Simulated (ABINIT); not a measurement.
Crystal: Au.

```
Au
1.0
     0.00000    2.03500    2.03500
     2.03500    0.00000    2.03500
     2.03500    2.03500    0.00000
Au
1
Direct
  0.00000 0.00000 0.00000
```

Base run:

- Program: ABINIT 10.8.3 (patched build)
- Functional: PBEsol
- Potentials or basis: PseudoDojo NC SR PBEsol v0.4.1 standard
- Cutoff: 871 eV
- k mesh: 8 × 8 × 8
- Occupations: fermi-dirac, width 0.05 eV
- Spin: no spin polarisation

Its results: pressure 0.7 GPa.

Task: The run is repeated on the same cell with these changes: k mesh from 8 × 8 × 8 to 12 × 12 × 12, with 4 shifts; occupations from fermi-dirac, width 0.05 eV to cold (ABINIT), width 0.1 eV. What comes out?

Result: Pressure -0.3 GPa.

Not every run made on this cell is shown here.
